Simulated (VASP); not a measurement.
# Bi (P2_1/m) in VASP: single point with PBEsol

Aim: the single point of Bi with PBEsol.

Program: VASP 6.6.1. These are calculated values, not measurements. Logs are shortened: lines on timing, memory, paths and dates and some standing lists are left out, and cuts for length are marked.

**1. The structure**

The structure is monoclinic, space group P2_1/m (No. 11). Conventional cell: a = 4.732 Å, b = 4.611 Å, c = 6.501 Å, α = 90.00°, β = 90.87°, γ = 90.00°. Around Bi (site symmetry m) lie 6 Bi at 3.12 to 3.50 Å. Around Bi (site symmetry m) lie 6 Bi at 3.12 to 3.50 Å.

This isn't the form of Bi at room conditions, which is rhombohedral.

**2. Single point, PBEsol**

Input file INCAR:

```
SYSTEM = Bi
PREC     = Accurate       ! precision mode
ENCUT    = 520            ! plane-wave cutoff, eV
EDIFF    = 1E-6           ! SCF threshold, eV
ISMEAR   = 0              ! smearing method
SIGMA    = 0.1            ! smearing width, eV
LREAL    = .False.        ! projectors in reciprocal space
LASPH    = .True.         ! aspherical terms in the spheres
NELM     = 100            ! most SCF steps
ALGO     = Fast           ! electronic algorithm
ISIF     = 2              ! what is computed and relaxed
LWAVE    = .False.        ! write WAVECAR
LCHARG   = .True.         ! write CHGCAR
GGA      = PS             ! functional
LELF     = .True.         ! ELF
LVHAR    = .True.       
NBANDS   = 38             ! bands
```

Input file KPOINTS:

```
regular mesh
0
Gamma
  4 4 4
  0 0 0
```

Input file POSCAR:

```
Bi
1.0
    4.7320060000      0.0000000000      0.0000000000
    0.0000000000      4.6108100000      0.0000000000
   -0.0992390000      0.0000000000      6.5006720000
Bi
4
Direct
    0.8402530000      0.2500000000      0.2406020000
    0.7160080000      0.2500000000      0.7378940000
    0.2839920000      0.7500000000      0.2621060000
    0.1597470000      0.7500000000      0.7593980000
```

Potentials or basis: VASP PAW PBE potentials, release 64 (Bi_d).

Started as:

```console
> cat potpaw_PBE.64/Bi_d/POTCAR > POTCAR
> mpirun -np 1 vasp_std > vasp.out
```

OUTCAR:

```text
SYSTEM = Bi
   PREC = Accurate
   ENCUT = 520
   EDIFF = 1E-6
   ISMEAR = 0
   LREAL = .False.
   LASPH = .True.
   NELM = 100
   ISIF = 2
   GGA = PS

 ion  position               nearest neighbor table
   1  0.840  0.250  0.241-   3 3.12   3 3.12   2 3.29   2 3.31   3 3.50   3 3.50
   2  0.716  0.250  0.738-   4 3.12   4 3.12   1 3.29   1 3.31   4 3.50   4 3.50
   3  0.284  0.750  0.262-   1 3.12   1 3.12   4 3.29   4 3.31   1 3.50   1 3.50
   4  0.160  0.750  0.759-   2 3.12   2 3.12   3 3.29   3 3.31   2 3.50   2 3.50

  LATTYP: Found a simple monoclinic cell.
 ALAT       =     4.7320060000
 B/A-ratio  =     0.9743880291
 C/A-ratio  =     1.3739267121
 COS(beta)  =    -0.0152641816

  Lattice vectors:

 A1 = (   4.7320060000,   0.0000000000,   0.0000000000)
 A2 = (   0.0000000000,   4.6108100000,   0.0000000000)
 A3 = (  -0.0992390000,   0.0000000000,   6.5006720000)

Analysis of symmetry for initial positions (statically):
=====================================================================
 Subroutine PRICEL returns:
 Original cell was already a primitive cell.

 Routine SETGRP: Setting up the symmetry group for a
 simple monoclinic supercell.

 Subroutine GETGRP returns: Found  4 space group operations
 (whereof  2 operations were pure point group operations)
 out of a pool of  4 trial point group operations.

The static configuration has the point symmetry S_2 .
 The point group associated with its full space group is C_2h.

Analysis of symmetry for dynamics (positions and initial velocities):
=====================================================================
 Subroutine PRICEL returns:
 Original cell was already a primitive cell.

 Routine SETGRP: Setting up the symmetry group for a
 simple monoclinic supercell.

 Subroutine GETGRP returns: Found  4 space group operations
 (whereof  2 operations were pure point group operations)
 out of a pool of  4 trial point group operations.

The dynamic configuration has the point symmetry S_2 .
 The point group associated with its full space group is C_2h.

 Subroutine INISYM returns: Found  4 space group operations
 (whereof  2 operations are pure point group operations),
 and found     1 'primitive' translations

----------------------------------------------------------------------------------------

                                     Primitive cell

  volume of cell :     141.8341

  direct lattice vectors                    reciprocal lattice vectors
     4.732006000  0.000000000  0.000000000     0.211326866  0.000000000  0.003226108
     0.000000000  4.610810000  0.000000000     0.000000000  0.216881633  0.000000000
    -0.099239000  0.000000000  6.500672000     0.000000000  0.000000000  0.153830250

  length of vectors
     4.732006000  4.610810000  6.501429445     0.211351490  0.216881633  0.153830250

  position of ions in fractional coordinates (direct lattice)
     0.840253000  0.250000000  0.240602000
     0.716008000  0.250000000  0.737894000
     0.283992000  0.750000000  0.262106000
     0.159747000  0.750000000  0.759398000

  ion indices of the primitive-cell ions
   primitive index   ion index
                 1           1
                 2           2
                 3           3
                 4           4

----------------------------------------------------------------------------------------

 KPOINTS: regular mesh

Automatic generation of k-mesh.
 Grid dimensions read from file:
 generate k-points for:    4    4    4

 Generating k-lattice:

  Cartesian coordinates                     Fractional coordinates (reciprocal lattice)
     0.052831717  0.000000000  0.000806527     0.250000000  0.000000000  0.000000000
     0.000000000  0.054220408  0.000000000     0.000000000  0.250000000  0.000000000
     0.000000000  0.000000000  0.038457563     0.000000000  0.000000000  0.250000000

  Length of vectors
     0.052837872  0.054220408  0.038457563

  Shift w.r.t. Gamma in fractional coordinates (k-lattice)
     0.000000000  0.000000000  0.000000000

 Subroutine IBZKPT returns following result:
 ===========================================

 Found     30 irreducible k-points:

 Following reciprocal coordinates:
            Coordinates               Weight
  0.000000  0.000000  0.000000      1.000000
  0.250000  0.000000  0.000000      2.000000
  0.500000  0.000000  0.000000      1.000000
  0.000000  0.250000  0.000000      2.000000
  0.250000  0.250000  0.000000      4.000000
  0.500000  0.250000  0.000000      2.000000
[... 16 lines left out ...]
  0.250000  0.000000  0.500000      2.000000
  0.500000  0.000000  0.500000      1.000000
 [... further k-points ...]
   k-points           NKPTS =     30   k-points in BZ     NKDIM =     30   number of bands    NBANDS=     38
   number of dos      NEDOS =    301   number of ions     NIONS =      4
   total plane-waves  NPLWV =  62208
   dimension x,y,z NGX =    36 NGY =   36 NGZ =   48
   dimension x,y,z NGXF=    72 NGYF=   72 NGZF=   96
   ions per type =               4
   NGX,Y,Z   is equivalent  to a cutoff of  12.65, 12.98, 12.27 a.u.
   NGXF,Y,Z  is equivalent  to a cutoff of  25.30, 25.96, 24.55 a.u.
 SYSTEM =  Bi
   PREC   = accura    normal or accurate (medium, high low for compatibility)
   ISTART =      0    job   : 0-new  1-cont  2-samecut
   ICHARG =      2    charge: 1-file 2-atom 10-const
   ISPIN  =      1    spin polarized calculation?
   LNONCOLLINEAR =      F non collinear calculations
   LSORBIT =      F    spin-orbit coupling
   LASPH  =      T    aspherical Exc in radial PAW
   ENCUT  =  520.0 eV  38.22 Ry    6.18 a.u.   8.80  8.57 12.09*2*pi/ulx,y,z
   NELM   =    100;   NELMIN=  2; NELMDL= -5     # of ELM steps
   EDIFF  = 0.1E-05   stopping-criterion for ELM
   LREAL  =      F    real-space projection
   EDIFFG = 0.1E-04   stopping-criterion for IOM
   NSW    =      0    number of steps for IOM
   IBRION =     -1    ionic relax: 0-MD 1-quasi-New 2-CG
   NFREE  =      0    steps in history (QN), initial steepest desc. (CG)
   ISIF   =      2    stress and relaxation
   ISYM   =      2    0-nonsym 1-usesym 2-fastsym
   POTIM  = 0.5000    time-step for ionic-motion
   TEBEG  =    0.0;   TEEND  =   0.0 temperature during run
   PSTRESS=    0.0 pullay stress
   NELECT =      60.0000    total number of electrons
   NUPDOWN=      -1.0000    fix difference up-down
   EMIN   =  10.00;   EMAX   =-10.00  energy-range for DOS
   EFERMI =   0.00;   METHOD = LEGACY
   ISMEAR =     0;   SIGMA  =   0.10  broadening in eV -4-tet -1-fermi 0-gaus
   EFERMI_NEDOS =   21; number of points for ismear=-14 and -15
   IALGO  =     68    algorithm
   IMIX   =      4    mixing-type and parameters
     AMIX     =   0.40;   BMIX     =  1.00
     AMIX_MAG =   1.60;   BMIX_MAG =  1.00
  volume/ion in A,a.u.               =      35.46       239.29
  Fermi-wavevector in a.u.,A,eV,Ry     =   1.228943  2.322365 20.548884  1.510300
  Thomas-Fermi vector in A             =   2.363849
   LORBIT       =      0    0 simple, 1 ext, 2 COOP (PROOUT), +10 PAW based schemes
   GGA     = PS    functional components
   LHFCALC =     F    Hartree Fock is set to
   AEXX    =    0.0000 exact exchange contribution
   IVDW    =     0    specifies the selected vdW correction
   LEPSILON=     F    determine dielectric tensor
   LRPA    =     F    only Hartree local field effects (RPA)
 non-spin polarized calculation
 RMM-DIIS sequential band-by-band and
 Gauss-broadening in eV      SIGMA  =   0.10
  energy-cutoff  :      520.00
  volume of cell :      141.83
 maximum number of plane-waves:      3842
   NGX = 17   NGY = 17   NGZ = 25

 number of electron      60.0000010 magnetization

 Free energy of the ion-electron system (eV)
  ---------------------------------------------------
  ext. energy  EPLUGINS =         0.00000000
  ---------------------------------------------------
  free energy    TOTEN  =       -17.04935626 eV

  energy without entropy =      -17.03724548  energy(sigma->0) =      -17.04330087

 E-fermi :   6.1146     XC(G=0):  -9.6931

 val. band max:        6.0814090268   @ k =   0.2500   0.5000   0.5000
 cond. band min:       6.1599559736   @ k =   0.0000   0.5000   0.2500
 fundamental gap:      0.0785469468
 Fermi energy:         6.1145582774

 k-point     1 :       0.0000    0.0000    0.0000
  band No.  band energies     occupation
      1     -16.7718      2.00000
      2     -16.7635      2.00000
      3     -16.7451      2.00000
      4     -16.6511      2.00000
      5     -16.6424      2.00000
      6     -16.6420      2.00000
[... 30 lines left out ...]
     37      10.4393      0.00000
     38      11.7042      0.00000

 k-point     2 :       0.2500    0.0000    0.0000
  band No.  band energies     occupation
      1     -16.7327      2.00000
      2     -16.7313      2.00000
      3     -16.7257      2.00000
      4     -16.6379      2.00000
      5     -16.6354      2.00000
      6     -16.6271      2.00000
[... 30 lines left out ...]
     37      10.4589      0.00000
     38      11.8584      0.00000

 k-point     3 :       0.5000    0.0000    0.0000
  band No.  band energies     occupation
      1     -16.7128      2.00000
      2     -16.6799      2.00000
      3     -16.6750      2.00000
      4     -16.6455      2.00000
      5     -16.6286      2.00000
      6     -16.6144      2.00000
[... 30 lines left out ...]
     37      12.0511      0.00000
     38      12.5604      0.00000

 k-point     4 :       0.0000    0.2500    0.0000
  band No.  band energies     occupation
      1     -16.7327      2.00000
      2     -16.7291      2.00000
      3     -16.7178      2.00000
      4     -16.6363      2.00000
      5     -16.6271      2.00000
      6     -16.6230      2.00000
[... 30 lines left out ...]
     37      10.5092      0.00000
     38      10.8952      0.00000
[... 703 lines left out ...]
      4     -16.6576      2.00000
      5     -16.6481      2.00000
      6     -16.6458      2.00000
[... 30 lines left out ...]
     37      10.4389      0.00000
     38      10.6056      0.00000

 k-point    23 :       0.2500    0.0000    0.5000
  band No.  band energies     occupation
      1     -16.7305      2.00000
      2     -16.7290      2.00000
      3     -16.6564      2.00000
      4     -16.6464      2.00000
      5     -16.6329      2.00000
      6     -16.6289      2.00000
[... 30 lines left out ...]
     37      10.8907      0.00000
     38      10.9726      0.00000

 k-point    24 :       0.5000    0.0000    0.5000
  band No.  band energies     occupation
      1     -16.6796      2.00000
      2     -16.6768      2.00000
      3     -16.6454      2.00000
      4     -16.6273      2.00000
      5     -16.6217      2.00000
      6     -16.6173      2.00000
[... 30 lines left out ...]
     37      13.6825      0.00000
     38      13.8030      0.00000

 [... further k-points ...]

------------------------ aborting loop because EDIFF is reached ----------------------------------------

  FORCE on cell =-STRESS in cart. coord.  units (eV):
  Direction    XX          YY          ZZ          XY          YZ          ZX
  --------------------------------------------------------------------------------------
  -------------------------------------------------------------------------------------
  Total       -1.7961446     -1.8228972     -2.1757571      0.0000000      0.0000000     -0.1027585
  in kB      -20.2894889    -20.5916905    -24.5776425      0.0000000      0.0000000     -1.1607735
  external PRESSURE =     -21.8196073 kB  Pullay stress =       0.0000000 kB

 VOLUME and BASIS-vectors are now :
 -----------------------------------------------------------------------------
  energy-cutoff  :      520.00
  volume of cell :      141.83
      direct lattice vectors                 reciprocal lattice vectors
     4.732006000  0.000000000  0.000000000     0.211326866  0.000000000  0.003226108
     0.000000000  4.610810000  0.000000000     0.000000000  0.216881633  0.000000000
    -0.099239000  0.000000000  6.500672000     0.000000000  0.000000000  0.153830250

 POSITION                                       TOTAL-FORCE (eV/Angst)
 -----------------------------------------------------------------------------------
      3.95221      1.15270      1.56407         0.102737      0.000000      0.018627
      3.31493      1.15270      4.79681         0.058017      0.000000     -0.038122
      1.31784      3.45811      1.70387        -0.058017      0.000000      0.038122
      0.68056      3.45811      4.93660        -0.102737     -0.000000     -0.018627
 -----------------------------------------------------------------------------------
    total drift:                                0.000000     -0.000000      0.000000

  FREE ENERGIE OF THE ION-ELECTRON SYSTEM (eV)
  ---------------------------------------------------
  free  energy   TOTEN  =       -17.0493562616 eV

  energy  without entropy=      -17.0372454766  energy(sigma->0) =      -17.04330087
```

It took 86 s on 1 thread of Intel Xeon Platinum 8375C at 2.90GHz (Ice Lake), shared host; peak memory 0.29 GiB.

Results:

| Quantity | Value |
| --- | --- |
| Free energy | -17.0494 eV |
| Pressure | -2.2 GPa |
| Largest force | 0.104 eV/Å |
| Band gap on the k mesh | none (metal or under the smearing width) |

Forces on the atoms (eV/Å):
```
Bi   0.103  0.000  0.019
Bi   0.058  0.000 -0.038
Bi  -0.058  0.000  0.038
Bi  -0.103  0.000 -0.019
```

Caveat: the PAW data sets were made with another functional, which shifts forces and pressure a little; spin-orbit coupling is left out, which moves the levels of the heavy elements.
